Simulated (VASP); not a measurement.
# Al in VASP: further runs, part 2 of 2

VASP 6.6.1. Earlier steps stand in the parts before.

## (3) Single point, PBE+D3(BJ) (clean slab, lower planes held)

INCAR

```
SYSTEM = Al
PREC = Accurate
ENCUT = 520
EDIFF = 1E-6
ISMEAR = 0
SIGMA = 0.1
LREAL = .False.
LASPH = .True.
NELM = 100
ALGO = Fast
ISIF = 2
LWAVE = .False.
LCHARG = .False.
LDIPOL = .True.
IDIPOL = 3
DIPOL = 0.5 0.5 0.500
GGA = PE
IVDW = 12
NBANDS = 30
```

KPOINTS

```
regular mesh
0
Gamma
  4 4 1
  0 0 0
```

POSCAR

```
Al
1.0
    5.6324246428      0.0000000000      0.0000000000
   -2.8162123214      4.8778228256      0.0000000000
    0.0000000000      0.0000000000     20.5988554632
Al
12
Direct
    0.3333333333      0.1666666667      0.3883710925
    0.3333333333      0.6666666667      0.3883710925
    0.8333333333      0.1666666667      0.3883710925
    0.8333333333      0.6666666667      0.3883710925
    0.6666666667      0.3333333333      0.5000000000
    0.6666666667      0.8333333333      0.5000000000
    0.1666666667      0.3333333333      0.5000000000
    0.1666666667      0.8333333333      0.5000000000
    0.0000000000      0.5000000000      0.6116289075
    0.0000000000      0.0000000000      0.6116289075
    0.5000000000      0.5000000000      0.6116289075
    0.5000000000      0.0000000000      0.6116289075
```

Potentials or basis: VASP PAW PBE potentials, release 64 (Al).

Started as:

```
> cat potpaw_PBE.64/Al/POTCAR > POTCAR
> mpirun -np 1 vasp_std > vasp.out
```

OUTCAR:

```text
SYSTEM = Al
   PREC = Accurate
   ENCUT = 520
   EDIFF = 1E-6
   ISMEAR = 0
   LREAL = .False.
   LASPH = .True.
   NELM = 100
   ISIF = 2
   GGA = PE
   IVDW = 12
 IVDW          = 12

 ion  position               nearest neighbor table
   1  0.333  0.167  0.388-   7 2.82   5 2.82   8 2.82   3 2.82   3 2.82   2 2.82   2 2.82   4 2.82
                             4 2.82
   2  0.333  0.667  0.388-   8 2.82   6 2.82   7 2.82   4 2.82   4 2.82   3 2.82   1 2.82   1 2.82
                             3 2.82
   3  0.833  0.167  0.388-   5 2.82   7 2.82   6 2.82   1 2.82   1 2.82   2 2.82   4 2.82   4 2.82
                             2 2.82
   4  0.833  0.667  0.388-   6 2.82   8 2.82   5 2.82   2 2.82   2 2.82   1 2.82   3 2.82   3 2.82
                             1 2.82
   5  0.667  0.333  0.500-   3 2.82   9 2.82  12 2.82  11 2.82   1 2.82   4 2.82   7 2.82   7 2.82
                             6 2.82   6 2.82   8 2.82   8 2.82
   6  0.667  0.833  0.500-   4 2.82  10 2.82  11 2.82   2 2.82  12 2.82   3 2.82   8 2.82   8 2.82
                             7 2.82   5 2.82   5 2.82   7 2.82
   7  0.167  0.333  0.500-   1 2.82  11 2.82  10 2.82   3 2.82   9 2.82   2 2.82   5 2.82   5 2.82
                             6 2.82   8 2.82   8 2.82   6 2.82
   8  0.167  0.833  0.500-   2 2.82  12 2.82   9 2.82  10 2.82   4 2.82   1 2.82   6 2.82   6 2.82
                             5 2.82   7 2.82   7 2.82   5 2.82
   9  0.000  0.500  0.612-   5 2.82   8 2.82   7 2.82  11 2.82  11 2.82  12 2.82  10 2.82  10 2.82
[... 14 lines left out ...]
 A1 = (   5.6324246428,   0.0000000000,   0.0000000000)
 A2 = (  -2.8162123214,   4.8778228256,   0.0000000000)
 A3 = (   0.0000000000,   0.0000000000,  20.5988554632)

Analysis of symmetry for initial positions (statically):
=====================================================================
 Subroutine PRICEL returns following result:

  LATTYP: Found a hexagonal cell.
 ALAT       =     2.8162123214
 C/A-ratio  =     7.3143829770

  Lattice vectors:

 A1 = (   2.8162123214,   0.0000000000,   0.0000000000)
 A2 = (  -1.4081061607,   2.4389114128,   0.0000000000)
[... 166 lines left out ...]
  ---------------------------------------------------
  ext. energy  EPLUGINS =         0.00000000
  ---------------------------------------------------
  free energy    TOTEN  =       -42.35951390 eV

  energy without entropy =      -42.33804861  energy(sigma->0) =      -42.34878125

 E-fermi :   0.3370     XC(G=0):  -4.3499

 val. band max:        0.1779708142   @ k =   0.5000   0.0000   0.0000
 cond. band min:       0.3648684477   @ k =   0.2500   0.0000   0.0000
 fundamental gap:      0.1868976335
 Fermi energy:         0.3369508201

 k-point     1 :       0.0000    0.0000    0.0000
  band No.  band energies     occupation
      1     -10.4729      2.00000
      2      -8.7934      2.00000
      3      -6.0595      2.00000
      4      -4.4509      2.00000
      5      -4.4509      2.00000
      6      -4.4509      2.00000
[... 121 lines left out ...]
     29       4.1197      0.00000
     30       4.1527      0.00000

------------------------ aborting loop because EDIFF is reached ----------------------------------------

 vacuum level on the upper side and lower side of the slab       (xc-potential included)        -0.099        -0.099

 Edisp (eV)   -2.84657

 E8    (eV) :    -1.3316

  FORCE on cell =-STRESS in cart. coord.  units (eV):
  Direction    XX          YY          ZZ          XY          YZ          ZX
  --------------------------------------------------------------------------------------
  -------------------------------------------------------------------------------------
  Total      -2.03341    -2.03341    -0.52684    -0.00000     0.00000    -0.00000
  in kB      -5.75667    -5.75667    -1.49150    -0.00000     0.00000    -0.00000
  external pressure =       -4.33 kB  Pullay stress =        0.00 kB

 VOLUME and BASIS-vectors are now :
 -----------------------------------------------------------------------------
  energy-cutoff  :      520.00
  volume of cell :      565.93
      direct lattice vectors                 reciprocal lattice vectors
     5.632424643  0.000000000  0.000000000     0.177543432  0.102504748  0.000000000
    -2.816212321  4.877822826  0.000000000     0.000000000  0.205009496  0.000000000
     0.000000000  0.000000000 20.598855463     0.000000000  0.000000000  0.048546387

 POSITION                                       TOTAL-FORCE (eV/Angst)
 -----------------------------------------------------------------------------------
      1.40811      0.81297      8.00000        -0.000000     -0.000000      0.026747
     -0.00000      3.25188      8.00000        -0.000000     -0.000000      0.026747
      4.22432      0.81297      8.00000        -0.000000     -0.000000      0.026747
      2.81621      3.25188      8.00000        -0.000000     -0.000000      0.026747
      2.81621      1.62594     10.29943         0.000000      0.000000     -0.000000
      1.40811      4.06485     10.29943         0.000000      0.000000     -0.000000
      0.00000      1.62594     10.29943        -0.000000      0.000000     -0.000000
     -1.40811      4.06485     10.29943        -0.000000      0.000000     -0.000000
     -1.40811      2.43891     12.59886         0.000000      0.000000     -0.026747
      0.00000      0.00000     12.59886         0.000000     -0.000000     -0.026747
      1.40811      2.43891     12.59886         0.000000      0.000000     -0.026747
      2.81621      0.00000     12.59886         0.000000     -0.000000     -0.026747
 -----------------------------------------------------------------------------------
    total drift:                               -0.000000      0.000000     -0.000000

  FREE ENERGIE OF THE ION-ELECTRON SYSTEM (eV)
  ---------------------------------------------------
  free  energy   TOTEN  =       -45.2060844447 eV

  energy  without entropy=      -45.1846191469  energy(sigma->0) =      -45.19535180

 vacuum level on the upper side and lower side of the slab         4.123         4.123
```

OSZICAR:

```text
N       E                     dE             d eps       ncg     rms          rms(c)
DAV:   1     0.119797979137E+03    0.11980E+03   -0.10798E+04   240   0.848E+02
DAV:   2    -0.366562770540E+02   -0.15645E+03   -0.14895E+03   328   0.143E+02
DAV:   3    -0.443657656057E+02   -0.77095E+01   -0.74565E+01   296   0.323E+01
[... 14 lines left out ...]
RMM:  18    -0.423594791310E+02   -0.10984E-03   -0.12737E-05   261   0.121E-02    0.311E-03
RMM:  19    -0.423594975283E+02   -0.18397E-04   -0.55587E-06   253   0.890E-03    0.283E-03
RMM:  20    -0.423595112056E+02   -0.13677E-04   -0.22300E-06   211   0.612E-03    0.306E-03
RMM:  21    -0.423595136400E+02   -0.24344E-05   -0.57538E-07   177   0.389E-03    0.200E-03
RMM:  22    -0.423595139038E+02   -0.26378E-06   -0.36849E-07   163   0.306E-03
   1 F= -.45206084E+02 E0= -.45195352E+02  d E =-.214653E-01
```

Run time: 2.9 min. Hardware: 1 thread of Intel Xeon Platinum 8375C at 2.90GHz (Ice Lake), shared host; peak memory 0.57 GiB.

What came out:

- Free energy: -45.2061 eV
- Largest force: 0.027 eV/Å
- Band gap on the k mesh: none (metal or under the smearing width)
- Dispersion energy per atom: -0.237 eV

Forces in eV/Å, atoms in the order of the input:
```
Al   0.000  0.000  0.027
Al   0.000  0.000  0.027
Al   0.000  0.000  0.027
Al   0.000  0.000  0.027
Al   0.000  0.000  0.000
Al   0.000  0.000  0.000
Al   0.000  0.000  0.000
Al   0.000  0.000  0.000
Al   0.000  0.000 -0.027
Al   0.000  0.000 -0.027
Al   0.000  0.000 -0.027
Al   0.000  0.000 -0.027
```
